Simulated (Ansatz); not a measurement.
Runs of Ansatz 0.2.0 on SnSe. The cell holds a slab with vacuum, 4 atoms: a = 4.285 Å, b = 4.285 Å, c = 10.991 Å, α = 90.00°, β = 90.00°, γ = 90.00°. 

| task | level | cutoff (eV) | points for each segment of the path | V0 of scaled cells (Å³/atom) | B0 (GPa) | largest force (eV/Å) |
| --- | --- | --- | --- | --- | --- | --- |
| band structure | LDA | 420 | 14 | - | - | (b) |
| equation of state | LDA | 420 | - | (a) | 30 | - |
| band structure | r2SCAN | 500 | 14 | - | - | 0.01 |
| equation of state | r2SCAN | 500 | - | 50.47 | 28 | - |

Alike in all rows: potentials or basis Ansatz PAW; no spin polarisation; cell as given; k mesh 6 × 6 × 3; smearing fermi-dirac 0.05 eV.

Task: Estimate the missing entries.

Result: (a) 47.91; (b) 0.24.

Caveats: the PAW data sets come from PBE, with cores solved anew for the run's functional, which leaves a small shift of forces and pressure (some runs); the cell was scaled at fixed shape and fractional positions, which overstates the stiffness of a crystal with free parameters, most of all of layers and chains (some runs); the PAW data sets were made with another functional, which shifts forces and pressure a little (some runs).
